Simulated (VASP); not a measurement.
The system is CuO.

```
Cu O
1.0
     2.55255    0.00000    0.00000
     0.00000    2.55255    0.00000
     0.00000    0.00000    2.55255
Cu O
1 1
Direct
  0.00000 0.00000 0.00000
  0.50000 0.50000 0.50000
```

Measurements of this composition are mostly on another form, of space group No. 15.

| Quantity | Value |
| --- | --- |
| Program | VASP 6.6.1 |
| Task | relaxation of cell and atoms |
| Functional | r2SCAN50 |
| Potentials or basis | VASP PAW PBE potentials, release 64 (Cu, O) |
| Cutoff | 600 eV |
| k mesh | 5 × 5 × 5 |
| Occupations | gaussian, width 0.05 eV |
| Spin | no spin polarisation |

At the start: pressure 6.0 GPa; volume 8.32 Å³/atom.

**Question.** Where does the relaxation end?

**Answer.** Over 3 steps the energy falls by 4.0 meV/atom and the volume is 8.54 Å³/atom (+2.7 %); space group Pm-3m (No. 221, to 0.05 Å).

Step by step:
| step | energy change (eV) | largest force (eV/Å) | pressure (GPa) | volume (Å³) |
| --- | --- | --- | --- | --- |
| 1 | 0.0000 | 0.0000 | 5.97 | 16.63 |
| 2 | -0.0042 | 0.0000 | -4.15 | 17.39 |
| 3 | -0.0080 | 0.0000 | 0.14 | 17.08 |

Final structure:
```
CELL_PARAMETERS angstrom
2.57510 0.00000 0.00000
0.00000 2.57510 0.00000
0.00000 0.00000 2.57510
ATOMIC_POSITIONS crystal
Cu 0.00000 0.00000 0.00000
O 0.50000 0.50000 0.50000
```

Caveat: the k mesh is coarse (spacing up to 0.49 Å⁻¹), so the values aren't converged, least of all with exact exchange; the PAW data sets were made with another functional, which shifts forces and pressure a little; an odd number of electrons without spin polarisation forces a metal; a magnetic or distorted state may lie lower; the run has no spin polarisation, though such a crystal can be magnetic.
